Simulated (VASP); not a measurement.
## InSb in VASP 6.6.1, single-point calculation

INCAR

```
ENCUT = 520
PREC = Accurate
LCHARG = .FALSE.
IBRION = -1
LREAL = .FALSE.
NBANDS = 16
LWAVE = .FALSE.
EDIFF = 1E-7
GGA = PE
LASPH = .TRUE.
SIGMA = 0.02
ISIF = 2
NELM = 53
ISMEAR = -1
NSW = 0
```

KPOINTS

```
KPOINTS created by Atomic Simulation Environment
0
Gamma
5 5 5
0 0 0
```

POSCAR

```
In Sb
 1.0000000000000000
     0.0000000000000000    3.1483324968000002    3.4099222919000001
     3.1483324968000002    0.0000000000000000    3.4099222919000001
     3.1483324968000002    3.1483324968000002    0.0000000000000000
 In  Sb
   1   1
Cartesian
  0.0000000000000000  0.0000000000000000  0.0000000000000000
  1.5741662484000001  1.5741662484000001  1.7049611459500000
```

The recommended PBE PAW datasets give the neutral cell 18 valence electrons.

Command

```
mpirun -np 1 vasp_std
```

Task: How does this run end, and what does it give?

Result: It converged. Results: gap between bands v and c on the k mesh 0.00 eV; least direct gap on the k mesh 0.00 eV; pressure 3.5 GPa. Band v is the last that the valence electrons fill when counted band by band, and c is the next.

OSZICAR

```
N       E                     dE             d eps       ncg     rms          rms(c)
DAV:   1     0.113250391558E+03    0.11325E+03   -0.79239E+03   576   0.110E+03
DAV:   2     0.521489476059E-01   -0.11320E+03   -0.10976E+03   672   0.282E+02
DAV:   3    -0.673379400835E+01   -0.67859E+01   -0.67653E+01   696   0.705E+01
DAV:   4    -0.692933932165E+01   -0.19555E+00   -0.19550E+00   792   0.138E+01
DAV:   5    -0.693784685858E+01   -0.85075E-02   -0.85074E-02   824   0.230E+00    0.420E+00
DAV:   6    -0.683229528819E+01    0.10555E+00   -0.16097E-01   880   0.608E+00    0.244E+00
DAV:   7    -0.681699686586E+01    0.15298E-01   -0.74628E-02   752   0.252E+00    0.638E-01
DAV:   8    -0.681814291928E+01   -0.11461E-02   -0.83995E-03   768   0.105E+00    0.265E-01
DAV:   9    -0.681880378988E+01   -0.66087E-03   -0.95134E-04   664   0.259E-01    0.837E-02
DAV:  10    -0.681886892190E+01   -0.65132E-04   -0.58440E-05   752   0.560E-02    0.389E-02
DAV:  11    -0.681891435972E+01   -0.45438E-04   -0.79131E-05   640   0.604E-02    0.231E-02
DAV:  12    -0.681891563622E+01   -0.12765E-05   -0.14445E-06   744   0.965E-03    0.660E-03
DAV:  13    -0.681891592617E+01   -0.28995E-06   -0.14307E-06   664   0.766E-03    0.374E-03
DAV:  14    -0.681891576592E+01    0.16025E-06   -0.44949E-08   648   0.130E-03    0.101E-03
DAV:  15    -0.681891579662E+01   -0.30696E-07   -0.14013E-08   440   0.993E-04
   1 F= -.68189158E+01 E0= -.68186940E+01  d E =-.443615E-03
```

Standard output (part)

```
POSCAR found type information on POSCAR InSb
 POSCAR found :  2 types and       2 ions
 LDA part: xc-table for (Slater+PW92), standard interpolation
 POSCAR, INCAR and KPOINTS ok, starting setup
 WAVECAR not read
 entering main loop
```

These settings aren't sound, so the numbers aren't properties of the crystal.

On sound settings PBE gives a gap of 0.00 eV on its mesh and a pressure of 3.4 GPa for the intended cell.
